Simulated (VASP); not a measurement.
# W (Im-3m) in VASP: further runs

The runs below take W through relaxation of cell and atoms, vibrations by finite differences, with LDA.

Everything below comes from runs of VASP 6.6.1. Logs are shortened: lines on timing, memory, paths and dates and some standing lists are left out, and cuts for length are marked.

### 1 The crystal as given

It takes space group Im-3m (No. 229, cubic). The conventional cell has a = 3.165 Å, b = 3.165 Å, c = 3.165 Å, α = 90.00°, β = 90.00°, γ = 90.00°. Around W (site symmetry m-3m) lie 8 W at 2.74 Å.

### 2 Relaxation of cell and atoms, LDA

The input, INCAR:

```
SYSTEM = W
  PREC = Accurate
  ENCUT = 520
  EDIFF = 1E-7
  ISMEAR = 0
  SIGMA = 0.1
  LREAL = .FALSE.
  LASPH = .TRUE.
  NELM = 60
  ALGO = Fast
  ISIF = 3
  LWAVE = .FALSE.
  LCHARG = .FALSE.
  GGA = CA
  IBRION = 2
  NSW = 80
  EDIFFG = -0.002
```

The input, KPOINTS:

```
Automatic mesh
0
G
  18 18 18
  0 0 0
```

The input, POSCAR:

```
W
1.0
   -1.5823450000      1.5823450000      1.5823450000
    1.5823450000     -1.5823450000      1.5823450000
    1.5823450000      1.5823450000     -1.5823450000
W
1
Direct
    0.0000000000      0.0000000000      0.0000000000
```

Potentials or basis: VASP PAW LDA potentials, release 64 (W_sv).

The run is started by

```
cat potpaw_LDA.64/W_sv/POTCAR > POTCAR
mpirun -np 1 vasp_std > vasp.out
```

OUTCAR:

```text
SYSTEM = W
   PREC = Accurate
   ENCUT = 520
   EDIFF = 1E-7
   ISMEAR = 0
   LREAL = .FALSE.
   LASPH = .TRUE.
   NELM = 60
   ISIF = 3
   GGA = CA
   IBRION = 2
   NSW = 80
   EDIFFG = -0.002

 ion  position               nearest neighbor table
   1  0.000  0.000  0.000-

  LATTYP: Found a body centered cubic cell.
 ALAT       =     3.1646900000

  Lattice vectors:

 A1 = (  -1.5823450000,   1.5823450000,   1.5823450000)
 A2 = (   1.5823450000,  -1.5823450000,   1.5823450000)
 A3 = (   1.5823450000,   1.5823450000,  -1.5823450000)

Analysis of symmetry for initial positions (statically):
=====================================================================
 Subroutine PRICEL returns:
 Original cell was already a primitive cell.

 Routine SETGRP: Setting up the symmetry group for a
 body centered cubic supercell.

 Subroutine GETGRP returns: Found 48 space group operations
 (whereof 48 operations were pure point group operations)
 out of a pool of 48 trial point group operations.

The static configuration has the point symmetry O_h .

Analysis of symmetry for dynamics (positions and initial velocities):
=====================================================================
 Subroutine PRICEL returns:
 Original cell was already a primitive cell.

 Routine SETGRP: Setting up the symmetry group for a
 body centered cubic supercell.

 Subroutine GETGRP returns: Found 48 space group operations
 (whereof 48 operations were pure point group operations)
 out of a pool of 48 trial point group operations.

The dynamic configuration has the point symmetry O_h .

 Subroutine INISYM returns: Found 48 space group operations
 (whereof 48 operations are pure point group operations),
 and found     1 'primitive' translations

----------------------------------------------------------------------------------------

                                     Primitive cell

  volume of cell :      15.8476

  direct lattice vectors                    reciprocal lattice vectors
    -1.582345000  1.582345000  1.582345000     0.000000000  0.315986716  0.315986716
     1.582345000 -1.582345000  1.582345000     0.315986716  0.000000000  0.315986716
     1.582345000  1.582345000 -1.582345000     0.315986716  0.315986716  0.000000000

  length of vectors
     2.740701935  2.740701935  2.740701935     0.446872699  0.446872699  0.446872699

  position of ions in fractional coordinates (direct lattice)
     0.000000000  0.000000000  0.000000000

  ion indices of the primitive-cell ions
   primitive index   ion index
                 1           1

----------------------------------------------------------------------------------------

 KPOINTS: Automatic mesh

Automatic generation of k-mesh.
 Grid dimensions read from file:
 generate k-points for:   18   18   18

 Generating k-lattice:

  Cartesian coordinates                     Fractional coordinates (reciprocal lattice)
     0.000000000  0.017554818  0.017554818     0.055555556  0.000000000  0.000000000
     0.017554818  0.000000000  0.017554818     0.000000000  0.055555556  0.000000000
     0.017554818  0.017554818  0.000000000     0.000000000  0.000000000  0.055555556

  Length of vectors
     0.024826261  0.024826261  0.024826261

  Shift w.r.t. Gamma in fractional coordinates (k-lattice)
     0.000000000  0.000000000  0.000000000

 Subroutine IBZKPT returns following result:
 ===========================================

 Found    195 irreducible k-points:

 Following reciprocal coordinates:
            Coordinates               Weight
  0.000000  0.000000  0.000000      1.000000
  0.055556  0.000000  0.000000     12.000000
  0.111111  0.000000  0.000000     12.000000
  0.166667  0.000000  0.000000     12.000000
  0.222222  0.000000  0.000000     12.000000
  0.277778  0.000000  0.000000     12.000000
[... 16 lines left out ...]
  0.333333  0.111111 -0.000000     48.000000
  0.388889  0.111111  0.000000     48.000000
 [... further k-points ...]
   k-points           NKPTS =    195   k-points in BZ     NKDIM =    195   number of bands    NBANDS=     11
   number of dos      NEDOS =    301   number of ions     NIONS =      1
   total plane-waves  NPLWV =   8000
   dimension x,y,z NGX =    20 NGY =   20 NGZ =   20
   dimension x,y,z NGXF=    40 NGYF=   40 NGZF=   40
   ions per type =               1
   NGX,Y,Z   is equivalent  to a cutoff of  12.13, 12.13, 12.13 a.u.
   NGXF,Y,Z  is equivalent  to a cutoff of  24.26, 24.26, 24.26 a.u.
 SYSTEM =  W
   PREC   = accura    normal or accurate (medium, high low for compatibility)
   ISTART =      0    job   : 0-new  1-cont  2-samecut
   ICHARG =      2    charge: 1-file 2-atom 10-const
   ISPIN  =      1    spin polarized calculation?
   LNONCOLLINEAR =      F non collinear calculations
   LSORBIT =      F    spin-orbit coupling
   LASPH  =      T    aspherical Exc in radial PAW
   ENCUT  =  520.0 eV  38.22 Ry    6.18 a.u.   5.10  5.10  5.10*2*pi/ulx,y,z
   NELM   =     60;   NELMIN=  2; NELMDL= -5     # of ELM steps
   EDIFF  = 0.1E-06   stopping-criterion for ELM
   LREAL  =      F    real-space projection
   EDIFFG = -.2E-02   stopping-criterion for IOM
   NSW    =     80    number of steps for IOM
   IBRION =      2    ionic relax: 0-MD 1-quasi-New 2-CG
   NFREE  =      1    steps in history (QN), initial steepest desc. (CG)
   ISIF   =      3    stress and relaxation
   ISYM   =      2    0-nonsym 1-usesym 2-fastsym
   POTIM  = 0.5000    time-step for ionic-motion
   TEBEG  =    0.0;   TEEND  =   0.0 temperature during run
   PSTRESS=    0.0 pullay stress
   NELECT =      14.0000    total number of electrons
   NUPDOWN=      -1.0000    fix difference up-down
   EMIN   =  10.00;   EMAX   =-10.00  energy-range for DOS
   EFERMI =   0.00;   METHOD = LEGACY
   ISMEAR =     0;   SIGMA  =   0.10  broadening in eV -4-tet -1-fermi 0-gaus
   EFERMI_NEDOS =   21; number of points for ismear=-14 and -15
   IALGO  =     68    algorithm
   IMIX   =      4    mixing-type and parameters
     AMIX     =   0.40;   BMIX     =  1.00
     AMIX_MAG =   1.60;   BMIX_MAG =  1.00
  volume/ion in A,a.u.               =      15.85       106.94
  Fermi-wavevector in a.u.,A,eV,Ry     =   1.570832  2.968442 33.572544  2.467512
  Thomas-Fermi vector in A             =   2.672506
   LORBIT       =      0    0 simple, 1 ext, 2 COOP (PROOUT), +10 PAW based schemes
   GGA     = CA    functional components
   LHFCALC =     F    Hartree Fock is set to
   AEXX    =    0.0000 exact exchange contribution
   IVDW    =     0    specifies the selected vdW correction
   LEPSILON=     F    determine dielectric tensor
   LRPA    =     F    only Hartree local field effects (RPA)
 conjugate gradient relaxation of ions
 non-spin polarized calculation
 RMM-DIIS sequential band-by-band and
 Gauss-broadening in eV      SIGMA  =   0.10
  energy-cutoff  :      520.00
  volume of cell :       15.85
 maximum number of plane-waves:       440
   NGX = 11   NGY = 11   NGZ = 11

--------------------------------------- Ionic step        1  -------------------------------------------

 number of electron      14.0000003 magnetization

 Free energy of the ion-electron system (eV)
  ---------------------------------------------------
  ext. energy  EPLUGINS =         0.00000000
  ---------------------------------------------------
  free energy    TOTEN  =       -14.09397987 eV

  energy without entropy =      -14.09043004  energy(sigma->0) =      -14.09220496

------------------------ aborting loop because EDIFF is reached ----------------------------------------

  FORCE on cell =-STRESS in cart. coord.  units (eV):
  Direction    XX          YY          ZZ          XY          YZ          ZX
  --------------------------------------------------------------------------------------
  -------------------------------------------------------------------------------------
  Total       -0.6895295     -0.6895295     -0.6895295      0.0000000      0.0000000     -0.0000000
  in kB      -69.7107745    -69.7107745    -69.7107745      0.0000000      0.0000000     -0.0000000
  external PRESSURE =     -69.7107745 kB  Pullay stress =       0.0000000 kB
[... 90 lines left out ...]
  energy  without entropy=      -14.0977987512  energy(sigma->0) =      -14.09964653

--------------------------------------- Ionic step        4  -------------------------------------------

 number of electron      14.0000005 magnetization

 Free energy of the ion-electron system (eV)
  ---------------------------------------------------
  ext. energy  EPLUGINS =         0.00000000
  ---------------------------------------------------
  free energy    TOTEN  =       -14.10150396 eV

  energy without entropy =      -14.09780222  energy(sigma->0) =      -14.09965309

 E-fermi :  11.6258     XC(G=0): -13.9530

 val. band max:       11.6031552881   @ k =  -0.4444   0.4444   0.2778
 cond. band min:      11.6272213454   @ k =  -0.2778   0.3333   0.2222
 fundamental gap:      0.0240660572
 Fermi energy:        11.6258313567

 k-point     1 :       0.0000    0.0000    0.0000
  band No.  band energies     occupation
      1     -62.0830      2.00000
      2     -25.8562      2.00000
      3     -25.8562      2.00000
      4     -25.8562      2.00000
      5       1.9762      2.00000
      6      10.3403      2.00000
      7      10.3403      2.00000
      8      10.3403      2.00000
      9      13.8777      0.00000
     10      13.8777      0.00000
     11      26.2641      0.00000
[... 309 lines left out ...]
 k-point    24 :       0.3889    0.1111    0.0000
  band No.  band energies     occupation
      1     -61.9304      2.00000
      2     -27.1769      2.00000
      3     -26.3509      2.00000
      4     -25.9275      2.00000
      5       5.6990      2.00000
      6       8.1123      2.00000
      7      11.1767      2.00000
      8      13.6735      0.00000
      9      15.0445      0.00000
     10      18.2706      0.00000
     11      22.8890      0.00000

 [... further k-points ...]

------------------------ aborting loop because EDIFF is reached ----------------------------------------

  FORCE on cell =-STRESS in cart. coord.  units (eV):
  Direction    XX          YY          ZZ          XY          YZ          ZX
  --------------------------------------------------------------------------------------
  -------------------------------------------------------------------------------------
  Total       -0.0009465     -0.0009465     -0.0009465      0.0000000     -0.0000000      0.0000000
  in kB       -0.0977786     -0.0977786     -0.0977786      0.0000000     -0.0000000      0.0000000
  external PRESSURE =      -0.0977786 kB  Pullay stress =       0.0000000 kB
[... 16 lines left out ...]
  FREE ENERGIE OF THE ION-ELECTRON SYSTEM (eV)
  ---------------------------------------------------
  free  energy   TOTEN  =       -14.1015039595 eV

  energy  without entropy=      -14.0978022153  energy(sigma->0) =      -14.09965309

 reached required accuracy - stopping structural energy minimisation
```

Wall time 38 s (1 thread of Intel Xeon 6975P-C (Granite Rapids), shared host); peak memory 0.15 GiB.

Results:

```
Free energy                            : -14.1015 eV
Relaxed volume                         : 15.51 Å³/atom
Relaxed cell                           : a = 2.721 Å, b = 2.721 Å, c = 2.721 Å, α = 109.47°, β = 109.47°, γ = 109.47°
Space group after relaxing (to 0.05 Å) : Im-3m (No. 229)
Energy gained by relaxing              : 7.5 meV/atom
Ionic steps                            : 4
Pressure after relaxing                : 0.0 GPa
Band gap on the k mesh                 : none (metal or under the smearing width)
```

Step by step:
| step | energy change (eV) | largest force (eV/Å) | pressure (GPa) | volume (Å³) |
| --- | --- | --- | --- | --- |
| 1 | 0.0000 | 0.0000 | -6.97 | 15.85 |
| 2 | 0.1019 | 0.0000 | 31.48 | 14.32 |
| 3 | -0.0075 | 0.0000 | -0.27 | 15.52 |
| 4 | -0.0075 | 0.0000 | -0.01 | 15.51 |

Final structure:
```cif
data_structure
_symmetry_space_group_name_H-M 'P 1'
_symmetry_Int_Tables_number 1
_cell_length_a 2.7210
_cell_length_b 2.7210
_cell_length_c 2.7210
_cell_angle_alpha 109.471
_cell_angle_beta 109.471
_cell_angle_gamma 109.471
_cell_volume 15.51
loop_
_atom_site_label
_atom_site_type_symbol
_atom_site_fract_x
_atom_site_fract_y
_atom_site_fract_z
_atom_site_occupancy
W1 W 0.00000 0.00000 0.00000 1
```

(Part 1 of 2 ends here.)
